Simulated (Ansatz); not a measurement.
**InSe: random displacements**

The calculation used DFT PBE, scalar-relativistic, plane waves, PAW in Ansatz. The runs took a 420 eV cutoff, a Γ-centred 12×12×4 mesh and Gaussian smearing (0.15 eV). No spin polarisation. Energies are free energies at this smearing, counted from the undisturbed cell; pressure is positive in compression.

The undisturbed cell (as given, not relaxed at this level):

```yaml
crystal:
  lattice:
    - [4.05000, 0.00000, 0.00000]
    - [-2.02500, 3.50740, 0.00000]
    - [0.00000, 0.00000, 16.93000]
  atoms:
    - { symbol: In, position: [0.33333, 0.66667, 0.15700] }
    - { symbol: In, position: [0.66667, 0.33333, 0.65700] }
    - { symbol: In, position: [0.33333, 0.66667, 0.34300] }
    - { symbol: In, position: [0.66667, 0.33333, 0.84300] }
    - { symbol: Se, position: [0.33333, 0.66667, 0.60200] }
    - { symbol: Se, position: [0.66667, 0.33333, 0.10200] }
    - { symbol: Se, position: [0.33333, 0.66667, 0.89800] }
    - { symbol: Se, position: [0.66667, 0.33333, 0.39800] }
```

The cell holds layers and no dispersion correction was added, so their binding is poorly described.

After a displacement of all atoms with no net shift and a strain of the cell, the run gives ΔE = 21.4 meV/atom; stress (xx, yy, zz, yz, xz, xy; compression positive) (9.46, 12.19, 1.96, 0.47, 0.34, 0.47) GPa.

```
atom Fx (eV/Å) Fy Fz
 In1     -0.172   0.002   2.657
 In2      0.428   0.887   3.314
 In3      0.363  -0.530  -2.559
 In4     -0.773   0.219  -3.098
 Se5     -0.427  -0.839  -2.335
 Se6      0.182   0.033  -1.927
 Se7      0.774  -0.276   2.122
 Se8     -0.376   0.504   1.826
```

**Question.** Which displacements (Å, in the unstrained cell) and strain were applied?

**Answer.**
| atom | ux | uy | uz |
| --- | --- | --- | --- |
| In1 | -0.01 | -0.02 | 0.03 |
| In2 | -0.03 | -0.05 | -0.06 |
| In3 | -0.01 | 0.02 | -0.05 |
| In4 | 0.04 | 0.02 | 0.03 |
| Se5 | 0.03 | 0.02 | 0.01 |
| Se6 | -0.04 | 0.01 | 0.01 |
| Se7 | -0.02 | 0.02 | 0.02 |
| Se8 | 0.03 | -0.03 | 0.01 |
Strain (Voigt, engineering shear): (0.0088, -0.0081, -0.0015, 0.0131, -0.0066, -0.0132).

Cost: 1 run of about 3 core-minutes, on Intel Xeon 6975P-C (Granite Rapids) (shared hosts).